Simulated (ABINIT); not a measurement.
# NaCl (Pm-3m) in ABINIT: settings compared, part 2 of 2

ABINIT 10.8.3 (patched build). Earlier steps stand in the parts before.

**4. Equation of state, LDA**

The input, run.abi:

```
ndtset 7
getwfk -1
scalecart1 3*0.9795861087
scalecart2 3*0.9864848297
scalecart3 3*0.9932883884
scalecart4 3*1.0000000000
scalecart5 3*1.0066227096
scalecart6 3*1.0131594038
scalecart7 3*1.0196128224

pp_dirpath "./"
pseudos "Cl.hgh, Na.hgh"

acell 6.6181799364 6.6181799364 6.6181799364
rprim
     1.0000000000     0.0000000000     0.0000000000
     0.0000000000     1.0000000000     0.0000000000
     0.0000000000     0.0000000000     1.0000000000
ntypat 2
znucl 17 11
natom 2
typat 1 2
xred
     0.5000000000     0.5000000000     0.5000000000
     0.0000000000     0.0000000000     0.0000000000

ecut 32.0

kptopt 1
ngkpt 8 8 8
nshiftk 1
shiftk 0.0 0.0 0.0

ixc 7

nband 8
occopt 3
tsmear 0.05 eV

nstep 100
tolvrs 1.0e-10

iomode 3
prtwf 1
prtden 0
prteig 0
prtebands 0
enunit 1
```

Potentials or basis: HGH LDA.

On the command line:

```console
abinit run.abi > log 2>&1
```

run.abo:

```text
.Version 10.8.3 of ABINIT
 DATASET    1 : space group Pm -3 m (#221); Bravais cP (primitive cubic)
================================================================================
 Values of the parameters that define the memory need for DATASET  1.
     intxc =       0    ionmov =       0      iscf =       7    lmnmax =       3
     lnmax =       3     mgfft =      36  mpssoang =       2    mqgrid =    3001
     natom =       2  nloc_mem =       1    nspden =       1   nspinor =       1
    nsppol =       1      nsym =      48    n1xccc =       0    ntypat =       2
    occopt =       3   xclevel =       1
       mpw =        2375          nfft =       46656          nkpt =          35
================================================================================
================================================================================
[... 61 lines left out ...]
 DATASET    7 : space group Pm -3 m (#221); Bravais cP (primitive cubic)
================================================================================
 Values of the parameters that define the memory need for DATASET  7.
     intxc =       0    ionmov =       0      iscf =       7    lmnmax =       3
     lnmax =       3     mgfft =      36  mpssoang =       2    mqgrid =    3001
     natom =       2  nloc_mem =       1    nspden =       1   nspinor =       1
    nsppol =       1      nsym =      48    n1xccc =       0    ntypat =       2
    occopt =       3   xclevel =       1
       mpw =        2680          nfft =       46656          nkpt =          35
================================================================================
================================================================================

[... 1158 lines left out ...]
           etotal2    -1.5347231845E+01
           etotal3    -1.5346585837E+01
           etotal4    -1.5345884477E+01
           etotal5    -1.5345127752E+01
           etotal6    -1.5344328769E+01
           etotal7    -1.5343486710E+01
            fcart1    -0.0000000000E+00 -0.0000000000E+00 -0.0000000000E+00
                      -0.0000000000E+00 -0.0000000000E+00 -0.0000000000E+00
            fcart2    -0.0000000000E+00 -0.0000000000E+00 -0.0000000000E+00
                      -0.0000000000E+00 -0.0000000000E+00 -0.0000000000E+00
            fcart3    -0.0000000000E+00 -0.0000000000E+00 -0.0000000000E+00
                      -0.0000000000E+00 -0.0000000000E+00 -0.0000000000E+00
            fcart4    -0.0000000000E+00 -0.0000000000E+00 -0.0000000000E+00
                      -0.0000000000E+00 -0.0000000000E+00 -0.0000000000E+00
            fcart5    -0.0000000000E+00 -0.0000000000E+00 -0.0000000000E+00
                      -0.0000000000E+00 -0.0000000000E+00 -0.0000000000E+00
[... 38 lines left out ...]
                       0.0000000000E+00  0.0000000000E+00  0.0000000000E+00
           xangst1     1.7153483358E+00  1.7153483358E+00  1.7153483358E+00
                       0.0000000000E+00  0.0000000000E+00  0.0000000000E+00
           xangst2     1.7274286517E+00  1.7274286517E+00  1.7274286517E+00
                       0.0000000000E+00  0.0000000000E+00  0.0000000000E+00
           xangst3     1.7393423293E+00  1.7393423293E+00  1.7393423293E+00
                       0.0000000000E+00  0.0000000000E+00  0.0000000000E+00
           xangst4     1.7510949988E+00  1.7510949988E+00  1.7510949988E+00
                       0.0000000000E+00  0.0000000000E+00  0.0000000000E+00
           xangst5     1.7626919925E+00  1.7626919925E+00  1.7626919925E+00
                       0.0000000000E+00  0.0000000000E+00  0.0000000000E+00
           xangst6     1.7741383650E+00  1.7741383650E+00  1.7741383650E+00
                       0.0000000000E+00  0.0000000000E+00  0.0000000000E+00
           xangst7     1.7854389140E+00  1.7854389140E+00  1.7854389140E+00
                       0.0000000000E+00  0.0000000000E+00  0.0000000000E+00
             xred      5.0000000000E-01  5.0000000000E-01  5.0000000000E-01
                       0.0000000000E+00  0.0000000000E+00  0.0000000000E+00
 Calculation completed.
```

It took 81 s on 1 thread of Arm Neoverse V1, shared host; peak memory 0.1 GiB.

Results:

```yaml
Equilibrium_volume: "18.18 Å³/atom (rough: see the caveat)"
Bulk_modulus: 33 GPa (rough)
```

Energy against volume, from the lowest point:
```tsv
volume (Å³/atom)	energy (meV/atom)
20.189	0.00
20.619	7.75
21.048	16.54
21.478	26.08
21.907	36.37
22.337	47.24
22.766	58.70
```

Caveat: the cutoff is too short for stress, so the log's stress isn't used; pressures at fixed basis lie under the slope of the energies; the minimum lies outside the volumes run; HGH potentials are hard and often keep d shells in the core, so these values are rough.

**5. Band structure, LDA**

The input, run.abi:

```
ndtset 2

pp_dirpath "./"
pseudos "Cl.upf, Na.upf"

acell 3*1.0 Angstrom
rprim
     3.5021900000     0.0000000000     0.0000000000
     0.0000000000     3.5021900000     0.0000000000
     0.0000000000     0.0000000000     3.5021900000
ntypat 2
znucl 17 11
natom 2
typat 1 2
xred
     0.5000000000     0.5000000000     0.5000000000
     0.0000000000     0.0000000000     0.0000000000

ecut 44.0

ixc 7

occopt 3
tsmear 0.05 eV

nstep 100

iomode 3
prtwf 0
prteig 0
prtebands 0
prtden1 1
prtvha1 1
prtvclmb1 1
prtpot1 1
prtelf1 1

kptopt1 1
ngkpt1 8 8 8
nshiftk1 1
shiftk1 0.0 0.0 0.0
nband1 12
tolvrs1 1.0e-10

iscf2 -2
getden2 1
nband2 16
nbdbuf2 2
tolwfr2 1.0e-12
kptopt2 -5
ndivsm2 6
prteig2 1
prtvol2 -3
kptbounds2
     0.0000000000     0.0000000000     0.0000000000
     0.0000000000     0.5000000000     0.0000000000
     0.5000000000     0.5000000000     0.0000000000
     0.0000000000     0.0000000000     0.0000000000
     0.5000000000     0.5000000000     0.5000000000
     0.0000000000     0.5000000000     0.0000000000
```

Potentials or basis: PseudoDojo NC SR LDA v0.4 stringent.

On the command line:

```console
abinit run.abi > log 2>&1
```

It took 74 s on 1 thread of Arm Neoverse V1, shared host; peak memory 0.1 GiB.

It converged, with:

```yaml
Free_energy: -1690.8360 eV
Pressure: -3.1 GPa
Band_gap_on_the_k_mesh: 3.60 eV, indirect (least direct gap 4.11 eV)
Band_gap_along_the_path: 3.60 eV, indirect (least direct gap 4.11 eV)
Valence_electrons_inside_the_program's_atomic_spheres: Cl 5.06; Na 7.92
```

Levels at the corners of the path, in eV from the valence-band top:
```csv
point,band 5,band 6,band 7,band 8,band 9,band 10,band 11,band 12
Γ,-13.33,-0.51,-0.51,-0.51,3.60,8.24,8.24,15.28
X,-12.96,-3.05,-0.26,-0.26,6.54,8.25,10.18,11.48
M,-12.69,-2.33,-2.33,0.00,5.19,9.54,10.64,10.64
Γ,-13.33,-0.51,-0.51,-0.51,3.60,8.24,8.24,15.28
R,-12.41,-1.90,-1.90,-1.90,6.75,6.75,6.75,11.31
X,-12.96,-3.05,-0.26,-0.26,6.54,8.25,10.18,11.48
```

A hybrid or GW would open this gap; LDA tends to underestimate it.

**6. Band structure, RPBE**

The input, run.abi:

```
# Datasets: ground state, then fixed potential
ndtset 2

# Pseudopotentials
pp_dirpath "./"
pseudos "Cl.GGA_PBE-JTH.xml, Na.GGA_PBE-JTH.xml"

# Structure
acell 6.6181799364 6.6181799364 6.6181799364
rprim
     1.0000000000     0.0000000000     0.0000000000
     0.0000000000     1.0000000000     0.0000000000
     0.0000000000     0.0000000000     1.0000000000
ntypat 2
znucl 17 11
natom 2
typat 1 2
xred
     0.5000000000     0.5000000000     0.5000000000
     0.0000000000     0.0000000000     0.0000000000

# Plane-wave basis
ecut 45.0
pawecutdg 67.5

# Exchange and correlation
ixc 15

# Bands and occupations
occopt 3
tsmear 0.05 eV

# SCF cycle
nstep 100

# Output
iomode 3
prtwf 0
prteig 0
prtebands 0
enunit 1
prtden1 1

# Dataset 1
kptopt1 1
ngkpt1 8 8 8
nshiftk1 1
shiftk1 0.0 0.0 0.0
nband1 12
tolvrs1 1.0e-9

# Dataset 2: bands along G-X-M-G-R-X
iscf2 -2
getden2 1
nband2 16
nbdbuf2 2
tolwfr2 1.0e-12
kptopt2 -5
ndivsm2 6
prteig2 1
prtvol2 -3
kptbounds2
     0.0000000000     0.0000000000     0.0000000000
     0.0000000000     0.5000000000     0.0000000000
     0.5000000000     0.5000000000     0.0000000000
     0.0000000000     0.0000000000     0.0000000000
     0.5000000000     0.5000000000     0.5000000000
     0.0000000000     0.5000000000     0.0000000000
```

Potentials or basis: JTH PAW PBE v2.0.

On the command line:

```console
abinit run.abi > log 2>&1
```

Run time: 68 s. Hardware: 1 thread of Arm Neoverse V1, shared host; peak memory 0.14 GiB.

It converged, with:

```
Free energy                                           : -1723.0781 eV
Pressure                                              : 1.9 GPa
Band gap on the k mesh                                : 4.26 eV, indirect (least direct gap 4.74 eV)
Band gap along the path                               : 4.26 eV, indirect (least direct gap 4.74 eV)
Valence electrons inside the program's atomic spheres : Cl 4.39; Na 7.62
```

Levels at the corners of the path, in eV from the valence-band top:
```tsv
point	band 6	band 7	band 8	band 9	band 10	band 11
Γ	-0.48	-0.48	-0.48	4.26	8.76	8.76
X	-2.87	-0.25	-0.25	7.17	8.82	10.51
M	-2.22	-2.22	0.00	5.78	10.04	11.31
Γ	-0.48	-0.48	-0.48	4.26	8.76	8.76
R	-1.81	-1.81	-1.81	7.32	7.32	7.32
X	-2.87	-0.25	-0.25	7.17	8.82	10.51
```

Caveat: the PAW data sets were made with another functional, which shifts forces and pressure a little.

**7. Band structure, revPBE**

Edit run.abi of step 6 so:

```diff
@@ -1,5 +1,3 @@
-# Datasets: ground state, then fixed potential
 ndtset 2
 
-# Pseudopotentials
 pp_dirpath "./"
@@ -7,4 +5,3 @@
 
-# Structure
-acell 6.6181799364 6.6181799364 6.6181799364
+acell 3.50219 3.50219 3.50219 Angstrom
 rprim
@@ -21,3 +18,2 @@
 
-# Plane-wave basis
 ecut 45.0
@@ -25,13 +21,9 @@
 
-# Exchange and correlation
-ixc 15
+ixc 14
 
-# Bands and occupations
 occopt 3
-tsmear 0.05 eV
+tsmear 0.00183747
 
-# SCF cycle
 nstep 100
 
-# Output
 iomode 3
@@ -40,6 +32,4 @@
 prtebands 0
-enunit 1
 prtden1 1
 
-# Dataset 1
 kptopt1 1
@@ -51,3 +41,2 @@
 
-# Dataset 2: bands along G-X-M-G-R-X
 iscf2 -2
@@ -60,3 +49,2 @@
 prteig2 1
-prtvol2 -3
 kptbounds2
```

On the command line:

```console
abinit run.abi > log 2>&1
```

Run time: 67 s. Hardware: 1 thread of Arm Neoverse V1, shared host; peak memory 0.14 GiB.

It converged, with:

```yaml
Free_energy: -1722.6322 eV
Pressure: 1.7 GPa
Band_gap_on_the_k_mesh: 4.24 eV, indirect (least direct gap 4.72 eV)
Band_gap_along_the_path: 4.24 eV, indirect (least direct gap 4.72 eV)
Valence_electrons_inside_the_program's_atomic_spheres: Cl 4.39; Na 7.62
```

Levels at the corners of the path, in eV from the valence-band top:
| point | band 6 | band 7 | band 8 | band 9 | band 10 | band 11 |
| --- | --- | --- | --- | --- | --- | --- |
| Γ | -0.48 | -0.48 | -0.48 | 4.24 | 8.72 | 8.72 |
| X | -2.88 | -0.25 | -0.25 | 7.13 | 8.82 | 10.47 |
| M | -2.23 | -2.23 | 0.00 | 5.77 | 10.00 | 11.29 |
| Γ | -0.48 | -0.48 | -0.48 | 4.24 | 8.72 | 8.72 |
| R | -1.82 | -1.82 | -1.82 | 7.30 | 7.30 | 7.30 |
| X | -2.88 | -0.25 | -0.25 | 7.13 | 8.82 | 10.47 |

Caveat: the PAW data sets were made with another functional, which shifts forces and pressure a little.

**8. The runs side by side**

| level | potentials or basis | cutoff (eV) | fine-grid cutoff | gap on the mesh (eV) | pressure (GPa) |
| --- | --- | --- | --- | --- | --- |
| HCTH407 | JTH PAW PBE v2.0 | 1225 | 1836.77 eV | 4.72 | 2.8 |
| LDA-PZ | JTH PAW LDA v2.0 | 1225 | 1836.77 eV | 3.59 | -3.1 |
| LDA | PseudoDojo NC SR LDA v0.4 stringent | 1197 | - | 3.60 | -3.1 |
| RPBE | JTH PAW PBE v2.0 | 1225 | 1836.77 eV | 4.26 | 1.9 |
| revPBE | JTH PAW PBE v2.0 | 1225 | 1836.77 eV | 4.24 | 1.7 |

Alike in all rows: task band structure; no spin polarisation; cell as given; k mesh 8 × 8 × 8; smearing fermi-dirac 0.05 eV.

Caveats: the PAW data sets were made with another functional, which shifts forces and pressure a little (some runs).

Absolute energies hang on the potentials; compare differences alone.
